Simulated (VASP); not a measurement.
## Li: single point with PBEsol+D4

The system is Li.

```
CELL_PARAMETERS angstrom
0.00000 2.20200 2.20200
2.20200 0.00000 2.20200
2.20200 2.20200 0.00000
ATOMIC_POSITIONS crystal
Li 0.00000 0.00000 0.00000
```

This isn't the form of Li at room conditions, which is bcc.

```
Program                : VASP 6.6.1
Task                   : single point
Functional             : PBEsol
Dispersion             : D4
Potentials or basis    : VASP PAW PBE potentials, release 64 (Li_sv)
Cutoff                 : 520 eV
k mesh                 : 10 × 10 × 10
Occupations            : tetrahedron
Spin                   : no spin polarisation
Dipole correction      : no
Further INCAR settings : ALGO = Normal; EDIFF = 1e-06; NBANDS = 8
```

The band gap on the k mesh is none (metal or under the smearing width). The dispersion energy per atom is -0.011 eV.

Levels at points of the mesh, in eV from the Fermi level:
```csv
k point,band 1,band 2,band 3,band 4,band 5,band 6,band 7
"(0.00, 0.00, 0.00)",-46.02,-3.50,13.85,13.85,13.85,17.61,17.61
"(0.50, 0.00, 0.00)",-46.00,-0.01,2.76,12.19,12.19,16.02,16.02
"(0.50, 0.50, 0.00)",-45.99,1.48,4.52,8.14,8.14,10.27,14.73
```

It took 11 s on 1 thread of AMD EPYC 7R43 64-Core Processor (Zen 3), on a shared host, peak memory 0.09 GiB.
